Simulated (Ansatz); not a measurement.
# ZnS (Wurtzite-4H) (P6_3mc) in Ansatz: a series of runs

One crystal, ZnS (Wurtzite-4H), is run at these levels: exchange-only PBE, PBE; tasks: band structure.

Program: Ansatz 0.2.0. These are calculated values, not measurements. Logs are shortened: lines on timing, memory, paths and dates and some standing lists are left out, and cuts for length are marked.

**The experiment to reproduce.**

From a printed reference work, monograph, for a bulk crystal of ZnS at 4 K: band gap 3.911 eV (direct).

The results are compared with them further down.

### 1 Starting point

It takes space group P6_3mc (No. 186, hexagonal). The conventional cell has a = 3.823 Å, b = 3.823 Å, c = 12.520 Å, α = 90.00°, β = 90.00°, γ = 120.00°. Zn (site symmetry 3m) is surrounded by 4 S at 2.34 to 2.35 Å. Zn (site symmetry 3m) is surrounded by 4 S at 2.34 to 2.35 Å. S (site symmetry 3m) has 4 Zn at 2.34 to 2.35 Å as nearest neighbours. S (site symmetry 3m) is surrounded by 4 Zn at 2.34 to 2.35 Å.

### 2 Band structure, exchange-only PBE

The input, input.yaml:

```yaml
crystal:
  lattice:
    - [3.8227, 0.0, 0.0]
    - [-1.91135, 3.310555311, 0.0]
    - [0.0, 0.0, 12.52]
  atoms:
    - { symbol: Zn, position: [0.6666666667, 0.3333333333, 0.75] }
    - { symbol: Zn, position: [0.3333333333, 0.6666666667, 0.25] }
    - { symbol: Zn, position: [0.0, 0.0, 0.5] }
    - { symbol: Zn, position: [0.0, 0.0, 0.0] }
    - { symbol: S, position: [0.6666666667, 0.3333333333, 0.9375] }
    - { symbol: S, position: [0.3333333333, 0.6666666667, 0.4375] }
    - { symbol: S, position: [0.0, 0.0, 0.6875] }
    - { symbol: S, position: [0.0, 0.0, 0.1875] }
hamiltonian:
  xc: { exchange: pbe, correlation: none }
  pseudopotentials: { kind: paw }
kpoints:
  mp_grid: { grid: [8, 8, 3] }
  band_path:
    path:
      - [[0.0, 0.0, 0.0], [0.5, 0.0, 0.0], [0.3333333333, 0.3333333333, 0.0], [0.0, 0.0, 0.0], [0.0, 0.0, 0.5], [0.5, 0.0, 0.5], [0.3333333333, 0.3333333333, 0.5], [0.0, 0.0, 0.5]]
      - [[0.5, 0.0, 0.5], [0.5, 0.0, 0.0]]
      - [[0.3333333333, 0.3333333333, 0.0], [0.3333333333, 0.3333333333, 0.5]]
    npoints: 10
scf:
  occupations: { method: fermi_dirac, width: 0.05 }
  n_extra_bands: 20
output:
  forces: true
  stress: true
  eigenvalues: true
  fatbands: false
```

Potentials or basis: Ansatz PAW.

Started as:

```
$ ansatz run input.yaml --threads 2 --pin off --max-ram 5120MiB --backend cpu --events-out ev --progress --plain --runs-dir out
```

The log of the run:

```text
Warning: RAYON_NUM_THREADS=2 ignored (pool sized by the plan → 2); use --threads N
scf.n_extra_bands = 20 over 36 filled bands (N_el = 72.0): the run solves 56 bands
Engine: ansatz 0.2.0, x86_64-unknown-linux-gnu
Pseudopotentials: kind: paw
Pseudopotential: Zn, paw, valence charge 12, recommended cutoff 420 eV (normal), Zn.paw.azcp
Pseudopotential: S, paw, valence charge 6, recommended cutoff 420 eV (normal), S.paw.azcp
Functional definition: unnamed
  exchange = pbe_x
  correlation = 0
Crystal: 8 atoms, lattice volume = 158.444 Å³
Basis set: ecut = 420 eV, 3077 PW (Γ), exchange–correlation on 54×54×180 points (8 copies of the dense FFT grid, shifted against one another)
Bands: 56, of which v1, the nominal top of the filled ones, is band 36 counted from 1 (35 counted from 0)
Symmetry: 12 space group operations
Space group: P63mc (ITA 186), of the structure as read, at distance tolerance 5.4e-5 Å
k-points: 20 of 192 (time reversal used)
Non-local potential: Zn, projectors of the file, l = 0: 2, l = 1: 2, l = 2: 3, l = 3: 1
Non-local potential: S, projectors of the file, l = 0: 2, l = 1: 2, l = 2: 2
PAW form: soft (Blöchl's): semilocal exchange-correlation on the pseudo side does not see the compensation charge
PAW frozen core: Zn, regenerated for the run's functional, and the local potential with it (the file was generated under x = pbe(κ = 0.804, μ = 0.2195149727645171), c = pbe(β = 0.06672455060314922))
PAW frozen core: S, regenerated for the run's functional, and the local potential with it (the file was generated under x = pbe(κ = 0.804, μ = 0.2195149727645171), c = pbe(β = 0.06672455060314922))
PAW one-centre angular grid: Zn, 590 points (default); XC on 64 Gauss nodes
PAW one-centre angular grid: S, 110 points (default); XC on 64 Gauss nodes
Initial density: superposition of atomic densities (neutral atoms: chi_scale 0, normalization atom), corrected by the library's trained network
Initial wavefunctions: pseudopotential atomic-orbital guess
Functional: x = pbe(κ = 0.804, μ = 0.2195149727645171), c = none
SCF iter   1: F=—  HF=-16664.769217 eV  |F-HF|=—  |Δ(HF+E_count)|=         —  Δρ=8.84e-3  dr2=8.38e-2  ethr=1.77e-3  ⟨swp⟩=7.2  Hψ=5531  notcnv=0  defer=80
preconditioner: auto → Resta (q_TF=auto, 2.392 Å⁻¹)  ε∞=4.7  [insulator: Δε(μ)=2.162 eV  Ē_g=12.929 eV  σ=0.050 eV  W_gap=1.00  n_scr=38 (ndim 8)  ℏωp=25.0 eV  f_vac=0.034  D(μ)=0.00/eV (n_scr^D=0)  ε∞_Penn≈4.7]
SCF iter   2: F=—  HF=-16664.735229 eV  |F-HF|=—  |Δ(HF+E_count)|=   3.40e-2  Δρ=3.15e-3  dr2=1.10e-2  ethr=1.16e-4  ⟨swp⟩=2.0  Hψ=2058  notcnv=0  defer=282
SCF iter   3: F=—  HF=-16664.728052 eV  |F-HF|=—  |Δ(HF+E_count)|=   7.18e-3  Δρ=1.02e-3  dr2=1.62e-3  ethr=1.53e-5  ⟨swp⟩=2.0  Hψ=1565  notcnv=0  defer=282
SCF iter   4: F=—  HF=-16664.728031 eV  |F-HF|=—  |Δ(HF+E_count)|=   2.09e-5  Δρ=2.74e-4  dr2=1.70e-4  ethr=2.25e-6  ⟨swp⟩=2.0  Hψ=1536  notcnv=0  defer=282
SCF iter   5: F=—  HF=-16664.728082 eV  |F-HF|=—  |Δ(HF+E_count)|=   5.07e-5  Δρ=6.26e-5  dr2=7.26e-6  ethr=2.36e-7  ⟨swp⟩=2.0  Hψ=1558  notcnv=0  defer=282
SCF iter   6: F=—  HF=-16664.727933 eV  |F-HF|=—  |Δ(HF+E_count)|=   1.49e-4  Δρ=2.85e-5  dr2=7.63e-7  ethr=1.01e-8  ⟨swp⟩=2.0  Hψ=1492  notcnv=0  defer=282
SCF iter   7: F=—  HF=-16664.727934 eV  |F-HF|=—  |Δ(HF+E_count)|=   8.50e-7  Δρ=3.23e-5  dr2=9.54e-7  ethr=1.39e-10  ⟨swp⟩=12.1  Hψ=6624  notcnv=0
SCF iter   8: F=-16664.727934 eV  HF=-16664.727934 eV  |F-HF|=8.44e-9  |Δ(HF+E_count)|=   5.60e-7  Δρ=2.75e-6  dr2=9.83e-9  ethr=1.39e-10  ⟨swp⟩=4.0  Hψ=4661  notcnv=0
SCF 1 converged in 8 iterations: F = -16664.727934 eV  dr2 = 9.83e-9
NSCF: frozen V_eff on 93 k-points
SCF converged after 8 iterations
Free energy (F): -16664.727934 eV
Harris-Foulkes:  -16664.727934 eV  (|F-HF|=8.44e-9)
Internal energy: -16664.727934 eV  (E = F + TS)
E sigma→0 (E₀):  -16664.727934 eV
Fermi energy:    8.327525 eV
--- Per-component energies (eV) ---
  E_band       = 124.987314
  E_kinetic    = 957.684239
  E_local      = -8159.982638  (includes V_loc(G=0)·N_el)
  E_nonlocal   = 2552.613288
  E_hartree    = 3416.752819
  E_xc         = -864.977802
  E_vxc        = -500.896184  (∫ρ·V_xc dr)
  E_paw        = -9563.119714  (= ΣΔE_a)
  E_vpaw       = -1557.937058  (= ΣTr[D̂ρ^β])
  E_aug_tail   = -0.001476  (compensation charges beyond the density's cutoff)
  E_ewald      = -5003.879258
  E_core_change = 0.182607  (= ΣΔE_core)
  E_smearing   = -0.000000  (= −TS)
  E_closure    = -0.000000  (closes the sum)
  Σ components = -16664.727934   (vs F -16664.727934, Δ=0.00e0)
--- Forces (eV/Å), atoms counted from 1 ---
  atom   1  Zn     0.00000000    -0.00000000     0.01073656
  atom   2  Zn    -0.00000000     0.00000000     0.01073656
  atom   3  Zn     0.00000000    -0.00000000     0.04282777
  atom   4  Zn     0.00000000     0.00000000     0.04282777
  atom   5  S      0.00000000    -0.00000000     0.00770322
  atom   6  S      0.00000000     0.00000000     0.00770322
  atom   7  S      0.00000000     0.00000000    -0.06126182
  atom   8  S      0.00000000    -0.00000000    -0.06126182
  max |Σ_I F_I| component: 1.15e-5 eV/Å
--- Stress (GPa, compression-positive) ---
       11.786313      -0.000000       0.000000
        0.000000      11.786313      -0.000000
        0.000000       0.000000      11.760687
  P = ⅓ Tr σ = 11.7778 GPa (117.778 kbar)
--- Band table (eV; the first three rows and the last of 20) ---
  k-point 0: bands = ["-5.9056", "-5.4956", "-5.4846", "-4.9957", "0.9212", "0.9245", "0.9245", "0.9556", "0.9637", "0.9637", "0.9681", "0.9869", "0.9869", "1.0232", "1.0232", "1.3941", "1.3941", "1.4014", "1.4014", "1.4307", "1.4307", "1.4468", "1.4468", "1.6083", "1.9747", "4.3893", "4.4061", "6.3462", "6.3462", "6.7437", "6.7437", "6.7596", "6.7596", "7.1704", "7.2102", "7.2102", "9.3701", "10.4242", "10.6094", "10.8426", "13.5653", "13.5653", "13.6864", "13.8819", "13.8819", "14.0752", "14.1837", "14.3447", "14.3447", "14.5186", "14.5186", "16.3952", "17.7554", "17.7554", "18.1049", "18.1049"]
  k-point 1: bands = ["-5.8535", "-5.7059", "-5.2549", "-5.0679", "0.9195", "0.9239", "0.9312", "0.9312", "0.9485", "0.9485", "1.0014", "1.0014", "1.0172", "1.0172", "1.0760", "1.3160", "1.3959", "1.3959", "1.3996", "1.3996", "1.4347", "1.4347", "1.4428", "1.4428", "2.4903", "3.3579", "5.5233", "6.3983", "6.3983", "6.5437", "6.5437", "6.5960", "6.9726", "6.9726", "7.1446", "7.1446", "9.8485", "10.4705", "10.4771", "10.6565", "13.5698", "13.5787", "13.6461", "13.6461", "13.8081", "13.8081", "14.3669", "14.3669", "14.4578", "14.4578", "15.1019", "16.0099", "17.9610", "17.9610", "18.1999", "18.1999"]
  k-point 2: bands = ["-5.8028", "-5.4107", "-5.3998", "-4.9386", "0.9154", "0.9327", "0.9450", "0.9453", "0.9516", "0.9893", "1.0046", "1.0126", "1.0152", "1.0367", "1.0540", "1.3778", "1.3860", "1.3911", "1.4096", "1.4100", "1.4294", "1.4328", "1.4525", "1.6435", "2.1239", "4.3401", "4.3577", "5.6140", "6.1086", "6.1109", "6.1564", "6.3888", "6.5581", "6.5688", "7.0401", "7.0824", "10.1424", "11.0962", "11.2177", "11.4793", "13.0807", "13.2060", "13.4254", "13.8289", "13.9069", "14.2129", "14.3049", "14.3076", "14.6502", "14.9329", "15.0501", "15.9988", "16.9409", "17.2381", "18.2745", "18.5089"]
  k-point 19: bands = ["-4.8355", "-4.8079", "-4.7398", "-4.7173", "0.9934", "0.9994", "1.0752", "1.0951", "1.1154", "1.1243", "1.1680", "1.1964", "1.2880", "1.2969", "1.3336", "1.3560", "1.3930", "1.3995", "1.4215", "1.4376", "1.6246", "1.6534", "1.7017", "1.7227", "2.4989", "2.5502", "2.7470", "2.8113", "4.0227", "4.1181", "4.6515", "4.8131", "5.0908", "5.4466", "5.7600", "5.7665", "11.6892", "11.7653", "12.0629", "12.5035", "13.1086", "13.1679", "13.6442", "13.9879", "14.5854", "14.8366", "15.1748", "15.8403", "16.2824", "16.3928", "16.9676", "17.1839", "17.6717", "17.8623", "18.3983", "18.6438"]
```

Run time: 29 s. Hardware: 2 threads of Intel Xeon Platinum 8488C (Sapphire Rapids), shared host; peak memory 0.73 GiB.

Results:

* Free energy: -16664.7279 eV
* Pressure: 11.8 GPa
* Largest force: 0.061 eV/Å
* Band gap on the k mesh: 2.16 eV, direct
* Band gap along the path: 2.16 eV, direct

Forces on the atoms (eV/Å):
```
Zn   0.000  0.000  0.011
Zn   0.000  0.000  0.011
Zn   0.000  0.000  0.043
Zn   0.000  0.000  0.043
S    0.000  0.000  0.008
S    0.000  0.000  0.008
S    0.000  0.000 -0.061
S    0.000  0.000 -0.061
```

Levels at the corners of the path, in eV from the valence-band top:
| point | band 32 | band 33 | band 34 | band 35 | band 36 | band 37 | band 38 | band 39 | band 40 | band 41 |
| --- | --- | --- | --- | --- | --- | --- | --- | --- | --- | --- |
| Γ | -0.45 | -0.45 | -0.04 | 0.00 | 0.00 | 2.16 | 3.21 | 3.40 | 3.63 | 6.36 |
| M | -1.58 | -1.57 | -1.56 | -1.09 | -0.87 | 3.36 | 3.44 | 3.82 | 4.42 | 4.90 |
| K | -2.43 | -2.25 | -1.73 | -1.73 | -1.32 | 4.53 | 4.96 | 4.96 | 5.33 | 5.33 |
| Γ | -0.45 | -0.45 | -0.04 | 0.00 | 0.00 | 2.16 | 3.21 | 3.40 | 3.63 | 6.36 |
| A | -0.75 | -0.14 | -0.14 | -0.14 | -0.14 | 3.00 | 3.00 | 3.33 | 3.33 | 6.31 |
| L | -2.02 | -1.48 | -1.48 | -1.09 | -1.09 | 3.74 | 3.74 | 4.08 | 4.08 | 4.75 |
| H | -2.68 | -1.77 | -1.77 | -1.59 | -1.59 | 4.46 | 4.46 | 5.18 | 5.18 | 6.12 |
| A | -0.75 | -0.14 | -0.14 | -0.14 | -0.14 | 3.00 | 3.00 | 3.33 | 3.33 | 6.31 |
| L | -2.02 | -1.48 | -1.48 | -1.09 | -1.09 | 3.74 | 3.74 | 4.08 | 4.08 | 4.75 |
| M | -1.58 | -1.57 | -1.56 | -1.09 | -0.87 | 3.36 | 3.44 | 3.82 | 4.42 | 4.90 |
| K | -2.43 | -2.25 | -1.73 | -1.73 | -1.32 | 4.53 | 4.96 | 4.96 | 5.33 | 5.33 |
| H | -2.68 | -1.77 | -1.77 | -1.59 | -1.59 | 4.46 | 4.46 | 5.18 | 5.18 | 6.12 |

Caveat: the PAW data sets come from PBE, with cores solved anew for the run's functional, which leaves a small shift of forces and pressure.

### 3 Band structure, PBE

input.yaml: that of step 2 with these lines changed.

```diff
@@ -15,4 +15,4 @@
 hamiltonian:
-  xc: { exchange: pbe, correlation: none }
-  pseudopotentials: { kind: paw }
+  xc: pbe
+  pseudopotentials: { kind: nc, accuracy: stringent }
 kpoints:
@@ -33 +33,5 @@
   fatbands: false
+  write_density: true
+  write_potential: true
+  elf: true
+  volumetric_format: npy
```

Potentials or basis: PseudoDojo stringent (PBE files).

Started as:

```
$ ansatz run input.yaml --threads 2 --pin off --max-ram 5120MiB --backend cpu --events-out ev --progress --plain --runs-dir out
```

The log of the run:

```text
Warning: The stringent table, which hamiltonian.pseudopotentials names, holds the potential of the library's standard table for Zn, S (one content_sha256, or a second file that the publisher made of the same generator input, which states another). The run takes no other species from the library, so that hamiltonian.pseudopotentials.accuracy: standard would change no potential of it. The deck needs no change, but a comparison with a run at hamiltonian.pseudopotentials.accuracy: standard does not test the potential of Zn, S. With hamiltonian.pseudopotentials.accuracy and source left out a run reads another potential of Zn, from this project's own files. To test it, run on another potential, such as that of hamiltonian.pseudopotentials: {kind: paw}
[... 68 lines left out ...]
  k-point 1: bands = ["-117.6422", "-117.6422", "-117.6341", "-117.6341", "-71.8044", "-71.8044", "-71.8044", "-71.8044", "-71.8033", "-71.8033", "-71.7959", "-71.7959", "-71.7958", "-71.7958", "-71.7958", "-71.7958", "-5.8159", "-5.6669", "-5.2113", "-5.0221", "0.9317", "0.9354", "0.9431", "0.9431", "0.9600", "0.9600", "1.0119", "1.0119", "1.0274", "1.0274", "1.0863", "1.3262", "1.4036", "1.4036", "1.4074", "1.4074", "1.4425", "1.4425", "1.4506", "1.4506", "2.5055", "3.3771", "5.5530", "6.4389", "6.4389", "6.5845", "6.5845", "6.6327", "7.0147", "7.0147", "7.1874", "7.1874", "9.8709", "10.5002", "10.5008", "10.6858", "13.5560", "13.5870", "13.6706", "13.6706", "13.8294", "13.8294", "14.3819", "14.3819", "14.4682", "14.4682", "15.0535", "15.9390", "17.9272", "17.9272", "18.1730", "18.1730"]
  k-point 2: bands = ["-117.6422", "-117.6422", "-117.6341", "-117.6341", "-71.8044", "-71.8044", "-71.8044", "-71.8044", "-71.8033", "-71.8033", "-71.7959", "-71.7959", "-71.7958", "-71.7958", "-71.7958", "-71.7958", "-5.7648", "-5.3693", "-5.3575", "-4.8917", "0.9272", "0.9441", "0.9568", "0.9572", "0.9628", "1.0001", "1.0149", "1.0234", "1.0257", "1.0468", "1.0637", "1.3854", "1.3936", "1.3991", "1.4174", "1.4177", "1.4371", "1.4407", "1.4603", "1.6547", "2.1398", "4.3673", "4.3840", "5.6439", "6.1428", "6.1470", "6.1899", "6.4252", "6.5975", "6.6095", "7.0827", "7.1252", "10.1694", "11.1301", "11.2649", "11.5291", "13.0758", "13.1749", "13.4209", "13.8584", "13.9086", "14.1826", "14.2963", "14.3258", "14.6758", "14.9425", "15.0656", "15.9289", "16.8837", "17.1863", "18.2435", "18.4866"]
  k-point 19: bands = ["-117.6422", "-117.6422", "-117.6341", "-117.6341", "-71.8045", "-71.8045", "-71.8045", "-71.8045", "-71.8033", "-71.8033", "-71.7959", "-71.7959", "-71.7959", "-71.7959", "-71.7959", "-71.7959", "-4.7884", "-4.7605", "-4.6917", "-4.6692", "1.0023", "1.0087", "1.0843", "1.1044", "1.1241", "1.1330", "1.1772", "1.2051", "1.2973", "1.3058", "1.3420", "1.3642", "1.4005", "1.4068", "1.4295", "1.4454", "1.6372", "1.6656", "1.7138", "1.7347", "2.5259", "2.5811", "2.7810", "2.8455", "4.0332", "4.1321", "4.6648", "4.8318", "5.1128", "5.4788", "5.7952", "5.8019", "11.6744", "11.7391", "12.0973", "12.5564", "13.1337", "13.2017", "13.5861", "13.9458", "14.5612", "14.8159", "15.1386", "15.8027", "16.2698", "16.3820", "16.9346", "17.1609", "17.6810", "17.8993", "18.4154", "18.6500"]
```

bands.tsv:

```text
[... 115 lines left out ...]
```

It took 2.1 min on 2 threads of Intel Xeon Platinum 8488C (Sapphire Rapids), shared host; peak memory 2.7 GiB.

What came out:

| Item | Value |
| --- | --- |
| Free energy | -23957.5440 eV |
| Pressure | 1.3 GPa |
| Largest force | 0.043 eV/Å |
| Band gap on the k mesh | 2.13 eV, direct |
| Band gap along the path | 2.13 eV, direct |

Forces in eV/Å, atoms in the order of the input:
```
Zn   0.000  0.000  0.008
Zn   0.000  0.000  0.008
Zn   0.000  0.000  0.022
Zn   0.000  0.000  0.022
S    0.000  0.000  0.013
S    0.000  0.000  0.013
S    0.000  0.000 -0.043
S    0.000  0.000 -0.043
```

Stress tensor (GPa, compression positive):
```
1.36 0.00 0.00
0.00 1.36 0.00
0.00 0.00 1.22
```

Levels at the corners of the path, in eV from the valence-band top:
```tsv
point	band 48	band 49	band 50	band 51	band 52	band 53	band 54	band 55	band 56	band 57
Γ	-0.45	-0.45	-0.04	0.00	0.00	2.13	3.19	3.39	3.62	6.34
M	-1.59	-1.58	-1.56	-1.10	-0.87	3.31	3.37	3.77	4.35	4.88
K	-2.46	-2.28	-1.74	-1.74	-1.32	4.50	4.92	4.92	5.25	5.25
Γ	-0.45	-0.45	-0.04	0.00	0.00	2.13	3.19	3.39	3.62	6.34
A	-0.75	-0.14	-0.14	-0.14	-0.14	2.98	2.98	3.32	3.32	6.27
L	-2.03	-1.49	-1.49	-1.09	-1.09	3.70	3.70	4.03	4.03	4.68
H	-2.71	-1.79	-1.79	-1.60	-1.60	4.39	4.39	5.19	5.19	6.12
A	-0.75	-0.14	-0.14	-0.14	-0.14	2.98	2.98	3.32	3.32	6.27
L	-2.03	-1.49	-1.49	-1.09	-1.09	3.70	3.70	4.03	4.03	4.68
M	-1.59	-1.58	-1.56	-1.10	-0.87	3.31	3.37	3.77	4.35	4.88
K	-2.46	-2.28	-1.74	-1.74	-1.32	4.50	4.92	4.92	5.25	5.25
H	-2.71	-1.79	-1.79	-1.60	-1.60	4.39	4.39	5.19	5.19	6.12
```

### 4 How close it comes

Step 2. A measured gap of ZnS is 3.911 eV (direct; 4 K; a printed reference work, monograph); the calculated 2.16 eV misses it by -1.75 eV. The value is that of exchange-only PBE, without temperature or zero-point motion.

Step 3. Measured gap of ZnS: 3.911 eV (direct; 4 K; a printed reference work, monograph). This calculation gives 2.13 eV (-1.78 eV). The value is that of PBE, without temperature or zero-point motion. Semilocal functionals fall short of measured gaps as a rule.
